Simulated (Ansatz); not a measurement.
**Li: rattling a relaxed structure**

The cell was reached from a generator's guess, though it ends in a space group that the Crystallography Open Database lists for this formula.

Theory: Ansatz 0.2.0, DFT PBE, scalar-relativistic, plane waves, PAW. Cutoff 420 eV; k points 12×20×18 on the computed 2-atom cell (Γ-centred); Gaussian smearing, width 0.10 eV; no spin polarisation.

The cell below (2 atoms, space group P6/mmm (No. 191) when read loosely, Cmmm at 0.01 Å) is relaxed within its symmetry.

```cif
data_structure
_symmetry_space_group_name_H-M 'P 1'
_symmetry_Int_Tables_number 1
_cell_length_a 5.0779
_cell_length_b 2.7141
_cell_length_c 2.9403
_cell_angle_alpha 90.000
_cell_angle_beta 90.000
_cell_angle_gamma 90.000
_cell_volume 40.52
loop_
_atom_site_label
_atom_site_type_symbol
_atom_site_fract_x
_atom_site_fract_y
_atom_site_fract_z
_atom_site_occupancy
Li1 Li 0.75000 0.50000 0.25000 1
Li2 Li 0.25000 0.50000 0.75000 1
```

For the test a repeat of it with 4 atoms (edges 2.94, 5.08, 5.43 Å) was strained at random (σ = 1.5 % a component), the atoms were moved at random (σ = 0.15 Å), and all was relaxed again on a coarse 8×4×4 mesh (in the run’s order of axes) with 0.20 eV smearing, with no symmetry imposed.

The end has Cmmm (No. 65) at a tolerance of 0.01 Å; the cell shown is made exact in the group found at 0.05 Å.

Question: Is the structure stable against such a distortion?

Answer: It doesn't return. The energy falls by 76 meV/atom on that mesh, the volume changes by -0.2 %, and the end has space group C2/m (No. 12) at a loose tolerance. Relaxed again on a 20×20×12 mesh with 0.10 eV smearing, the new structure lies 67 meV/atom below the first (mesh in the axes of the run's cell; the cell below is made exact in the group named). Space group I4/mmm (No. 139), tetragonal, a = 3.068 Å, c = 4.292 Å. Around Li lie 12 Li at 3.05–3.07 Å.

```cif
data_structure
_symmetry_space_group_name_H-M 'P 1'
_symmetry_Int_Tables_number 1
_cell_length_a 3.0516
_cell_length_b 3.0516
_cell_length_c 3.0516
_cell_angle_alpha 119.648
_cell_angle_beta 119.648
_cell_angle_gamma 90.612
_cell_volume 20.20
loop_
_atom_site_label
_atom_site_type_symbol
_atom_site_fract_x
_atom_site_fract_y
_atom_site_fract_z
_atom_site_occupancy
Li1 Li 0.50000 0.50000 0.00000 1
```
